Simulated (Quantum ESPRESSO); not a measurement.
HgSe in Quantum ESPRESSO: convergence with smearing width

Input of the first run (smearing width 0.5 eV); the others differ in this setting and in those tied to it:

File pw.in:

```
&CONTROL
  calculation = 'scf'
  prefix = 'pwscf'
  outdir = './tmp'
  pseudo_dir = './pseudo'
  tprnfor = .true.
  tstress = .true.
  disk_io = 'nowf'
/
&SYSTEM
  ibrav = 0
  nat = 2
  ntyp = 2
  ecutwfc = 86
  nbnd = 26
  occupations = 'smearing'
  smearing = 'gaussian'
  degauss = 0.03674932
/
&ELECTRONS
  conv_thr = 4d-10
  electron_maxstep = 120
  mixing_beta = 0.5
/
ATOMIC_SPECIES
Hg   200.5920 Hg.upf
Se    78.9710 Se.upf
CELL_PARAMETERS angstrom
   0.0000000000    3.0390000000    3.0390000000
   3.0390000000    0.0000000000    3.0390000000
   3.0390000000    3.0390000000    0.0000000000
ATOMIC_POSITIONS crystal
Hg     0.0000000000    0.0000000000    0.0000000000
Se     0.7500000000    0.7500000000    0.7500000000
K_POINTS automatic
8 8 8 0 0 0
```

Potentials or basis: PseudoDojo 0.4.1 SR PBEsol standard.

Command:

```bash
$ OMP_NUM_THREADS=1 pw.x -in pw.in > pw.out
```

Hardware: 1 thread of Arm Neoverse V1, on a shared host.

| smearing width | energy less the tightest run, at zero smearing (meV/atom) | SCF cycles | CPU time (s) | peak memory (GiB) |
| --- | --- | --- | --- | --- |
| 0.5 eV | 1.08 | 8 | 56 | 0.16 |
| 0.3 eV | 0.01 | 8 | 56 | 0.16 |
| 0.2 eV | -0.10 | 8 | 56 | 0.16 |
| 0.136 eV | -0.07 | 8 | 56 | 0.16 |
| 0.1 eV | -0.06 | 8 | 57 | 0.16 |
| 0.05 eV | -0.03 | 8 | 58 | 0.16 |
| 0.025 eV | -0.01 | 8 | 57 | 0.16 |
| 0.01 eV | 0.00 | 8 | 56 | 0.16 |

Against the tightest run, the energy stays within 1 meV/atom from 0.3 eV on. Narrower smearing needs a denser k mesh, so at a fixed mesh the narrowest width isn't the most accurate. The tightest run that finished is the yardstick and may itself not be fully converged.

Spin-orbit coupling is left out, which matters for the levels of Hg.
